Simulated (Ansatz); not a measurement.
# MgS (P-6m2) in Ansatz: a series of runs

One crystal, MgS, is run at these levels: r2SCAN50, HF; tasks: band structure.

All numbers are computed with Ansatz 0.2.0; they aren't measurements. Logs are shortened: lines on timing, memory, paths and dates and some standing lists are left out, and cuts for length are marked.

## Step 1: The structure

It takes space group P-6m2 (No. 187, hexagonal). Conventional cell: a = 3.611 Å, b = 3.611 Å, c = 3.305 Å, α = 90.00°, β = 90.00°, γ = 120.00°. Around Mg (site symmetry -6m2) lie 6 S at 2.66 Å. Around S (site symmetry -6m2) lie 6 Mg at 2.66 Å.

The cell was built by a generator and needn't be a form met in nature.

## Step 2: Band structure, r2SCAN50

input reads:

```
crystal:
  lattice:
    - [3.61091, 0.0, 0.0]
    - [-1.80545, 3.12714, 0.0]
    - [0.0, 0.0, 3.30526]
  atoms:
    - { symbol: Mg, position: [0.0, 0.0, 0.5] }
    - { symbol: S, position: [0.66667, 0.33333, 0.0] }
hamiltonian:
  xc: r2scan50
  pseudopotentials: { kind: paw }
kpoints:
  mp_grid: { grid: [5, 5, 4] }
  band_path:
    path:
      - [[0.0, 0.0, 0.0], [0.5, 0.0, 0.0], [0.3333333333, 0.3333333333, 0.0], [0.0, 0.0, 0.0], [0.0, 0.0, 0.5], [0.5, 0.0, 0.5], [0.3333333333, 0.3333333333, 0.5], [0.0, 0.0, 0.5]]
      - [[0.5, 0.0, 0.5], [0.5, 0.0, 0.0]]
      - [[0.3333333333, 0.3333333333, 0.0], [0.3333333333, 0.3333333333, 0.5]]
    npoints: 4
scf:
  occupations: { method: fermi_dirac, width: 0.05 }
  n_extra_bands: 6
output:
  forces: true
  stress: true
  eigenvalues: true
  fatbands: false
```

Potentials or basis: Ansatz PAW.

What it wrote:

```text
Warning: the atoms were moved onto the symmetric positions of the space group found under crystal.symmetry.tolerance 1.0e-5 (fractional; no operation is sought that the atoms, as they stand in a round, miss by more than twice it, and no atom is moved by as much as it), and the run uses the moved positions. Before a round's move an operation carried an atom to 1.81e-5 Å from where it should land, the largest such distance. Atom 1 (counting from 0) moved farthest, by 2.08e-5 Å; the longest move in fractions of the cell, of whichever atom, is 0.47 of the tolerance, in 1 round. To run the atoms as typed, lower crystal.symmetry.tolerance until the operations that they miss are no longer found, or set crystal.symmetry.detect: false (a key that needs symmetry detection or time reversal refuses this as the deck is read). The positions used, in the order of the run's atom list: position: [-2.7755575615628914e-17, 1.8503858249243818e-17, 0.5]; position: [0.6666666666666666, 0.33333333333333337, 0.0]; The lattice was moved too: crystal.lattice keeps the space group found at crystal.symmetry.tolerance 1.0e-5 only nearly: the operation that it misses by the most changes a squared length by the fraction 3.20e-6. The run uses the lattice that is a stretch of the typed one, with no rotation, onto the one that keeps every operation to a double's rounding (on a very oblique basis the stretch itself rounds by more); the deck's lattice vector that moved farthest moved by 2.89e-6 Å. To run the lattice as typed, set crystal.symmetry.tolerance under 1.48e-6, the least fraction by which an operation that the lattice misses changes a squared length (the same key also sets how far an atom may lie from its image, so lowering it can lose operations that the atoms keep only within it), or set crystal.symmetry.detect: false, as for the atoms. crystal.lattice made exact, in Å and degrees: [[3.6109101207948022, -2.8867513460789214e-6, 0.0], [-1.8054525603974012, 3.127141338766308, 0.0], [0.0, 0.0, 3.30526]]. Pasted over the deck's crystal.lattice, beside positions in fractional coordinates, it runs the same cell (given as lengths and angles, that cell in the form's own orientation, a rigid turn of the misfit's size from the one run here, for which a checkpoint.post_process_only pass over this run's state can be refused: where this run relaxes nothing, give such a pass this deck's own crystal.lattice, as typed; behind a relaxation, as crystal.lattice, the state's own cell, identity.cell in its checkpoint.json), and a matrix so pasted ends this notice, except on a very skew basis of the lattice, where the rounding of the pasted numbers themselves can read as a misfit: the cell is then moved again, and that move is told again. The lattice as run is in this notice's lattice.as_run_ang field (Run.prep()["deck_notices"] in Python, the deck_notice line of an events file, deck_notices of ansatz run --dry-run=json, or deck_notices in record.json in the deck's checkpoint.write directory).
Warning: output.stress: scf.convergence.dr2_threshold = 1e-7 eV (the SCF's general default) is looser than the 2e-10 eV advised for a printed stress (1e-10 eV for each atom of the cell: 2). What an SCF threshold leaves in a stress goes as its square root, and in the free energy as the threshold itself, and one threshold admits the most on a small cell: of the crystals measured, under no hybrid functional and no lock of the moments, on runs that ended without the residual-converged pass, on stresses that held no estimate of that error, the worst erred by over 100 MPa in a component at 1e-7 eV an atom and by under 5 at 1e-10. Set scf.convergence.dr2_threshold to 2e-10 eV or tighter. The threshold is an SCF's pass mark: one that does not reach it within its budget of iterations ends unconverged, or closes short of it on a stop that the run arms, and scf.convergence.dr2_threshold's page says what that costs each kind of run
Warning: output.stress: scf.exx.energy_threshold = 1e-6 eV is looser than the 2e-8 eV advised for a stress under a hybrid functional (1e-8 eV for each atom of the cell: 2). Every SCF of the exchange loop can meet its threshold on dr2 while the loop round them stops early: no threshold on dr2 bounds what that leaves in the stress. Set scf.exx.energy_threshold to 2e-8 eV or tighter. The threshold is the loop's pass mark: a loop that does not reach it within its budget of cycles ends unconverged, and scf.exx.energy_threshold's page has the law
scf.n_extra_bands = 6 over 8 filled bands (N_el = 16.0): the run solves 14 bands
GPUs: using 1 of 1 available (devices: 1).
Engine: ansatz 0.2.0, x86_64-unknown-linux-gnu
Pseudopotentials: kind: paw
Pseudopotential: Mg, paw, valence charge 10, recommended cutoff 500 eV (meta_gga), Mg.paw.azcp
Pseudopotential: S, paw, valence charge 6, recommended cutoff 500 eV (meta_gga), S.paw.azcp
Functional definition: r2SCAN50
  parameter a = 0.5
  parameter k0 = 0.174
  parameter k1 = 0.065
  parameter a1 = 4.9479
  exchange = (1 - a)*r2scan_x(k0 = k0, k1 = k1, a1 = a1) + a*exact_x
  correlation = r2scan_c
device memory: the entry about to start is reckoned to put 0.5 GiB on a device that reports 38.2 GiB free (of which the cap on the GPU budget leaves the run 18.0 GiB)
GPU FFT provider: cuFFT
GPU libraries: cuBLAS 13.8.2, cuFFT 12.4.0, cuSOLVER 12.3.4
Crystal: 2 atoms, lattice volume = 37.322 Å³
Basis set: ecut = 500 eV, 949 PW (Γ), exchange–correlation on 108×108×100 points (64 copies of the dense FFT grid, shifted against one another)
Bands: 14, of which v1, the nominal top of the filled ones, is band 8 counted from 1 (7 counted from 0)
Symmetry: 12 space group operations
Space group: P-6m2 (ITA 187), of the structure as read, at distance tolerance 3.3e-5 Å
k-points: 15 of 100 (time reversal used)
Non-local potential: Mg, projectors of the file, l = 0: 3, l = 1: 2, l = 2: 1
Non-local potential: S, projectors of the file, l = 0: 2, l = 1: 2, l = 2: 2
PAW form: soft (Blöchl's): semilocal exchange-correlation on the pseudo side does not see the compensation charge
PAW frozen core: Mg, regenerated for the run's functional, and the local potential with it (the file was generated under x = pbe(κ = 0.804, μ = 0.2195149727645171), c = pbe(β = 0.06672455060314922))
PAW frozen core: S, regenerated for the run's functional, and the local potential with it (the file was generated under x = pbe(κ = 0.804, μ = 0.2195149727645171), c = pbe(β = 0.06672455060314922))
PAW one-centre angular grid: Mg, 302 points (default); XC on 224 Gauss nodes
PAW one-centre angular grid: S, 302 points (default); XC on 160 Gauss nodes
Initial density: superposition of atomic densities (neutral atoms: chi_scale 0, normalization atom), corrected by the library's trained network
Initial wavefunctions: pseudopotential atomic-orbital guess
GPU buffer pool allocated for 18225 grid points (all kernels)
GPU transforms: local potential: pruned to the plane-wave sphere, on 25×25×25; band sums: pruned to the plane-wave sphere, on 27×27×25
Functional: x = r2scan, c = r2scan; τ floored in thin density (d = 2e-4 eV/Å³), warm-up for x = 0.5 r2scan + 0.5 exact, c = r2scan; τ floored in thin density (d = 2e-4 eV/Å³)
SCF iter   1: F=—  HF=-2834.919388 eV  |F-HF|=—  |Δ(HF+E_count)|=         —  Δρ=7.50e-3  dr2=1.36e-2  dr2_τ=7.26e-3  ethr=1.77e-3  ⟨swp⟩=8.7  Hψ=1112  notcnv=0
preconditioner: auto → none  [insulator: Δε(μ)=2.059 eV  Ē_g=13.815 eV  σ=0.050 eV  W_gap=1.00  n_scr=8 (ndim 8)  ℏωp=17.2 eV  f_vac=0.000  D(μ)=0.00/eV (n_scr^D=0)]
SCF iter   2: F=—  HF=-2834.970271 eV  |F-HF|=—  |Δ(HF+E_count)|=   5.09e-2  Δρ=3.44e-3  dr2=3.39e-3  dr2_τ=5.72e-5  ethr=8.53e-5  ⟨swp⟩=4.7  Hψ=665  notcnv=0  defer=3
[... 37 lines left out ...]
  Residual-converged pass: ⟨swp⟩=2.9  Hψ=337  notcnv=0  max |occ|·‖R‖ = 2.4e-6 eV (tolerance 2.4e-6 eV)  dr2=3.00e-10  dr2_τ=8.36e-12  dr2_onsite=2.18e-10  max |Δocc| = 0.0e0
hybrid outer 2: dexx = +1.987e-6 eV, tail = 1.13e-7 eV, Δε = 8.65e-3 eV (about 4.86e-4 eV left of the loop's levels)
GPU FFT provider: cuFFT
GPU libraries: cuBLAS 13.8.2, cuFFT 12.4.0, cuSOLVER 12.3.4
GPU buffer pool allocated for 18225 grid points (all kernels)
GPU transforms: local potential: pruned to the plane-wave sphere, on 25×25×25; band sums: pruned to the plane-wave sphere, on 27×27×25
Exchange kernel: α = 0.5000, full range, Wigner–Seitz truncation, v(0) = 8238.1031 eV·Å³, q-mesh 5×5×4, nearest image of the exchange supercell L = 13.22 Å, pair-density grid 18×18×18, without the augmentation charges, whose exchange is taken in its separable form by FFT convolution over the k-point mesh (sized by the pseudopotential files, 24×24×25 at the most), smooth part of the exact exchange by density-matrix convolution in up to 1.55 GiB of GPU memory as planned if the GPU has room (build and FFT work areas not counted)
Frozen-core exchange: fock
SCF iter   1: F=—  HF=-2834.260148 eV  |F-HF|=—  |Δ(HF+E_count)|=         —  Δρ=2.70e-6  dr2=1.05e-9  dr2_τ=1.04e-10  ethr=3.52e-9  ⟨swp⟩=4.1  Hψ=459  notcnv=0
SCF iter   2: F=-2834.260148 eV  HF=-2834.260148 eV  |F-HF|=3.67e-10  |Δ(HF+E_count)|=   1.38e-9  Δρ=1.57e-6  dr2=3.20e-10  dr2_τ=3.93e-11  ethr=5.37e-12  ⟨swp⟩=4.3  Hψ=500  notcnv=0  defer=1
SCF 4 converged in 2 iterations: F = -2834.260148 eV  dr2 = 3.20e-10
  Residual-converged pass: ⟨swp⟩=2.0  Hψ=281  notcnv=0  max |occ|·‖R‖ = 2.3e-6 eV (tolerance 2.4e-6 eV)  dr2=3.19e-10  dr2_τ=3.90e-11  dr2_onsite=2.03e-10  max |Δocc| = 0.0e0
hybrid outer 3: dexx = +1.673e-9 eV, tail = 1.67e-9 eV, Δε = 9.45e-5 eV (about 1.90e-5 eV left of the loop's levels), ΔF = 1.85e-17 eV/Å (tail 2.89e-17)
device memory: the entry about to start is reckoned to put 0.4 GiB on a device that reports 41.0 GiB free (of which the cap on the GPU budget leaves the run 18.0 GiB)
NSCF: frozen V_eff on 39 k-points, pencils in batches of 32, up to order 64
hybrid SCF converged: 3 outer / 13 inner (+3 warm-up), last move |dexx| = 1.67e-9 eV, tail = 1.67e-9 eV
Stability not checked: this state was not tested for a lower state beside it, because the functional holds exact exchange (a hybrid, or Hartree-Fock), whose exchange loop this test does not read (fock_operator; see scf.lower_state_search)
Free energy (F): -2834.260148 eV
Frozen-core exchange: fock
Harris-Foulkes:  -2834.260148 eV  (|F-HF|=3.67e-10)
Internal energy: -2834.260148 eV  (E = F + TS)
E sigma→0 (E₀):  -2834.260148 eV
Fermi energy:    6.927984 eV
--- Per-component energies (eV) ---
  E_band       = -444.802622
  E_kinetic    = 184.583241
  E_local      = -1706.922323  (includes V_loc(G=0)·N_el)
  E_nonlocal   = 122.285605
  E_hartree    = 610.083054
  E_xc         = -66.240822
  E_vxc        = -71.286526  (∫ρ·V_xc dr)
  E_exx        = -139.412409  (= α·E_x^exact, valence–valence)
  E_paw        = -820.064866  (= ΣΔE_a)
  E_vpaw       = 83.413431  (= ΣTr[D̂ρ^β])
  E_aug_tail   = -0.000000  (compensation charges beyond the density's cutoff)
  E_vtau       = 1.783255  (kinetic-family band-sum trace: ∫τ·v_τ [+ j·A + Jᵃ·Aᵃ] dr)
  E_ewald      = -1018.283875
  E_core_change = -0.287754  (= ΣΔE_core)
  E_smearing   = -0.000000  (= −TS)
  E_closure    = -0.000000  (closes the sum)
  Σ components = -2834.260148   (vs F -2834.260148, Δ=4.55e-13)
--- Forces (eV/Å), atoms counted from 1 ---
  atom   1  Mg    -0.00000000    -0.00000000     0.00000000
  atom   2  S      0.00000000     0.00000000     0.00000000
  max |Σ_I F_I| component: 2.20e-17 eV/Å
--- Stress (GPa, compression-positive) ---
       -2.372341       0.000000       0.000000
       -0.000000      -2.372341       0.000000
        0.000000       0.000000      -2.345037
  P = ⅓ Tr σ = -2.3632 GPa (-23.632 kbar)
--- Band table (eV; the first three rows and the last of 15) ---
  k-point 0: bands = ["-82.3723", "-44.8475", "-44.8475", "-44.8134", "-11.3864", "3.5646", "3.5693", "3.5693", "10.0983", "13.5240", "15.4437", "15.4437", "19.7594", "23.0945"]
  k-point 1: bands = ["-82.3720", "-44.8468", "-44.8468", "-44.8192", "-10.8207", "0.1073", "3.9711", "3.9711", "11.9578", "16.1301", "16.1772", "16.1772", "18.9252", "18.9252"]
  k-point 2: bands = ["-82.3717", "-44.8461", "-44.8461", "-44.8251", "-10.0830", "-2.2835", "4.4409", "4.4409", "13.6989", "15.5998", "16.8739", "16.8739", "17.5356", "17.5356"]
  k-point 14: bands = ["-82.3712", "-44.8519", "-44.8487", "-44.8241", "-8.9357", "-0.3525", "0.3211", "2.1484", "9.4277", "11.8999", "15.9048", "20.0824", "20.1155", "23.7567"]
```

It took 25 s on 1 × NVIDIA H100 80GB HBM3 with 2 threads of AMD EPYC 7R13 (Zen 3), shared host; peak memory 1.8 GiB.

Results:

```yaml
Free_energy: -2834.2601 eV
Pressure: -2.4 GPa
Band_gap_along_the_path: 4.45 eV, indirect (least direct gap 5.57 eV)
```

Levels at the corners of the path, in eV from the valence-band top:
| point | band 5 | band 6 | band 7 | band 8 | band 9 | band 10 | band 11 | band 12 |
| --- | --- | --- | --- | --- | --- | --- | --- | --- |
| Γ | -15.89 | -0.94 | -0.93 | -0.93 | 5.60 | 9.02 | 10.94 | 10.94 |
| M | -14.60 | -6.22 | -2.10 | -0.11 | 6.50 | 10.43 | 12.22 | 12.69 |
| K | -14.41 | -5.32 | -4.68 | 0.00 | 10.44 | 10.54 | 11.66 | 13.53 |
| Γ | -15.89 | -0.94 | -0.93 | -0.93 | 5.60 | 9.02 | 10.94 | 10.94 |
| A | -14.58 | -6.78 | -0.06 | -0.06 | 9.20 | 11.10 | 12.37 | 12.37 |
| L | -13.53 | -5.01 | -4.53 | -1.12 | 4.45 | 9.23 | 10.21 | 11.99 |
| H | -13.37 | -4.75 | -3.80 | -3.15 | 5.52 | 6.16 | 13.12 | 14.48 |
| A | -14.58 | -6.78 | -0.06 | -0.06 | 9.20 | 11.10 | 12.37 | 12.37 |
| L | -13.53 | -5.01 | -4.53 | -1.12 | 4.45 | 9.23 | 10.21 | 11.99 |
| M | -14.60 | -6.22 | -2.10 | -0.11 | 6.50 | 10.43 | 12.22 | 12.69 |
| K | -14.41 | -5.32 | -4.68 | 0.00 | 10.44 | 10.54 | 11.66 | 13.53 |
| H | -13.37 | -4.75 | -3.80 | -3.15 | 5.52 | 6.16 | 13.12 | 14.48 |

Caveat: the k mesh is coarse (spacing up to 0.48 Å⁻¹), so the values aren't converged, least of all with exact exchange; the PAW data sets come from PBE, with cores solved anew for the run's functional, which leaves a small shift of forces and pressure; the thresholds are loose for stress.

## Step 3: Band structure, HF

Changes to input since step 2:

```diff
@@ -9,3 +9,3 @@
 hamiltonian:
-  xc: r2scan50
+  xc: hf
   pseudopotentials: { kind: paw }
```

Potentials or basis: Ansatz PAW.

It took 15 s on 1 × NVIDIA H100 80GB HBM3 with 2 threads of AMD EPYC 7R13 (Zen 3), shared host; peak memory 1.7 GiB.

It converged, with:

```
Free energy             : -2804.4935 eV
Pressure                : 2.6 GPa
Band gap along the path : 8.06 eV, indirect (least direct gap 9.29 eV)
```

Stress tensor (GPa, compression positive):
```
2.67 0.00 0.00
0.00 2.67 0.00
0.00 0.00 2.52
```

Levels at the corners of the path, in eV from the valence-band top:
| point | band 4 | band 5 | band 6 | band 7 | band 8 | band 9 | band 10 | band 11 | band 12 | band 13 |
| --- | --- | --- | --- | --- | --- | --- | --- | --- | --- | --- |
| Γ | -54.98 | -18.22 | -1.06 | -1.02 | -1.02 | 9.53 | 12.96 | 14.95 | 14.95 | 19.56 |
| M | -54.98 | -16.78 | -6.86 | -2.31 | -0.13 | 10.29 | 14.53 | 16.57 | 16.86 | 21.13 |
| K | -54.98 | -16.56 | -5.85 | -5.10 | 0.00 | 14.43 | 14.71 | 15.99 | 17.83 | 18.19 |
| Γ | -54.98 | -18.22 | -1.06 | -1.02 | -1.02 | 9.53 | 12.96 | 14.95 | 14.95 | 19.56 |
| A | -55.00 | -16.77 | -7.46 | -0.03 | -0.03 | 13.32 | 15.33 | 16.54 | 16.54 | 17.20 |
| L | -55.00 | -15.58 | -5.55 | -5.03 | -1.23 | 8.06 | 13.18 | 14.23 | 16.22 | 22.58 |
| H | -55.00 | -15.40 | -5.27 | -4.20 | -3.46 | 9.20 | 9.93 | 17.58 | 18.72 | 22.20 |
| A | -55.00 | -16.77 | -7.46 | -0.03 | -0.03 | 13.32 | 15.33 | 16.54 | 16.54 | 17.20 |
| L | -55.00 | -15.58 | -5.55 | -5.03 | -1.23 | 8.06 | 13.18 | 14.23 | 16.22 | 22.58 |
| M | -54.98 | -16.78 | -6.86 | -2.31 | -0.13 | 10.29 | 14.53 | 16.57 | 16.86 | 21.13 |
| K | -54.98 | -16.56 | -5.85 | -5.10 | 0.00 | 14.43 | 14.71 | 15.99 | 17.83 | 18.19 |
| H | -55.00 | -15.40 | -5.27 | -4.20 | -3.46 | 9.20 | 9.93 | 17.58 | 18.72 | 22.20 |

Caveat: the k mesh is coarse (spacing up to 0.48 Å⁻¹), so the values aren't converged, least of all with exact exchange; the PAW data sets come from PBE, with cores solved anew for the run's functional, which leaves a small shift of forces and pressure; the thresholds are loose for stress.
